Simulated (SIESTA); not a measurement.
TiO2 (Anatase) in SIESTA: the effect of Hubbard term

Crystal: TiO2 (Anatase).

```
Ti O
1.0
    -1.89210    1.89210    4.75730
     1.89210   -1.89210    4.75730
     1.89210    1.89210   -4.75730
Ti O
2 4
Direct
  0.75000 0.25000 0.50000
  0.00000 0.00000 0.00000
  0.79190 0.79190 0.00000
  0.54190 0.04190 0.50000
  0.95810 0.45810 0.50000
  0.20810 0.20810 0.00000
```

Alike in all runs:

- Program: SIESTA 5.4.2
- Task: single point
- Functional: PBE
- Potentials or basis: PseudoDojo 0.4 standard (PBE files)
- Basis: DZP (energy shift 0.003 Ry; two zetas on semicore shells)
- Grid cutoff: 800 Ry
- Energy shift: 0.003 Ry
- k mesh: 6 × 6 × 6
- Occupations: fermi-dirac, width 0.05 eV
- Spin: no spin polarisation
- Hubbard projector method: 1
- U from the first cycle: yes

| Hubbard term | gap on the mesh (eV) | pressure (GPa) | largest force (eV/Å) |
| --- | --- | --- | --- |
| none | 2.04 | 9.1 | 0.20 |
| Ti d U = 2 eV | 2.33 | 12.9 | 0.25 |
| Ti d U = 4 eV | ? | ? | ? |
| Ti d U = 6 eV | 3.09 | 21.0 | 0.36 |

**Question.** What does the run with Hubbard term Ti d U = 4 eV give?

**Answer.** gap on the mesh 2.67 eV; pressure 16.9 GPa; largest force 0.30 eV/Å.

Worked out: A straight line through the other rows of the gap on the mesh, of slope 0.177 eV per eV, gives 2.72 eV, against the run's 2.67. A straight line through the other rows of the pressure, of slope 1.99 GPa per eV, gives 17.0 GPa, against the run's 16.9. A straight line through the other rows of the largest force, of slope 0.0268 eV/Å per eV, gives 0.31 eV/Å, against the run's 0.30.

Caveats: the basis of atomic orbitals isn't converged, which shifts pressures, moduli and gaps.

A k mesh can miss the band edges.

A gap of «none» marks a metal or a gap under the smearing width.
